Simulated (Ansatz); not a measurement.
**HfN: work and stress of cleavage**

Level of theory: DFT PBE, scalar-relativistic, plane waves, PAW (Ansatz 0.2.0). Settings: plane waves to 420 eV, k-mesh 21×21×8 (Γ-centred), Gaussian smearing 0.15 eV. Spin–orbit coupling is left out, which can shift energies with elements as heavy as these. No spin polarisation. Energies are free energies at this smearing, counted from the undisturbed cell; pressure is positive in compression.

The starting cell (relaxed at this level):

```
Hf N
1.0
     2.27390   -2.27390    0.00000
     2.27390    0.00000   -2.27390
     4.54779    4.54779    4.54779
Hf N
3 3
Direct
  0.33333 0.33333 0.58332
  0.66667 0.66667 0.24998
  0.00000 0.00000 0.91665
  0.66667 0.66667 0.74998
  0.00000 0.00000 0.41665
  0.33333 0.33333 0.08332
```

The cut lies on the cell's a–b face, a (1 1 1) plane (indices in the standard cell, whose axes needn't be the Cartesian ones shown) of area 8.96 Å², between layers 1.31 Å apart. Vector c is lengthened by d along the normal with the atoms' Cartesian places fixed: one unrelaxed cut a cell. The traction is positive where the two halves pull on each other.

| d (Å) | energy (J/m²) | traction (GPa) |
| --- | --- | --- |
| 0.00 | 0.00 | 0.0 |
| 0.50 | 1.57 | 50.0 |
| 1.00 | 4.14 | 47.4 |
| 2.00 | 7.14 | 15.3 |
| 3.00 | 7.94 | 3.4 |
| 6.00 | 8.24 | 0.3 |

Q: What are the work of separation and the cleavage stress, and do they fit the universal binding curve?

A: The energy levels off near W ≈ 8.24 J/m² (the traction is down to 0.3 GPa), the energy of the two unrelaxed faces, 4.12 J/m² each on average. The largest sampled traction is 50.0 GPa at d = 0.50 Å, and a parabola through it and its two neighbours peaks at σ_max ≈ 55.4 GPa, d ≈ 0.73 Å. The curve E = W[1 − (1 + d/ℓ)exp(−d/ℓ)] peaks in traction at d = ℓ with σ_max = W/(eℓ); with 1 J/m² per Å = 10 GPa this W and σ_max give ℓ = 0.55 Å. A parabola through that curve at the same three d peaks at 0.67 Å, against 0.73 Å here, a fair fit. Real crystals break at far lower stress, because cracks concentrate it, and on the plane of lowest W, which needn't be this one.

The cut is rigid; relaxing the faces lowers these energies and usually the stresses.

In a metal these slopes depend on the k mesh and the smearing.

Cost: 6 runs of about 19 core-minutes in all, on Intel Xeon Platinum 8488C (Sapphire Rapids) (shared hosts).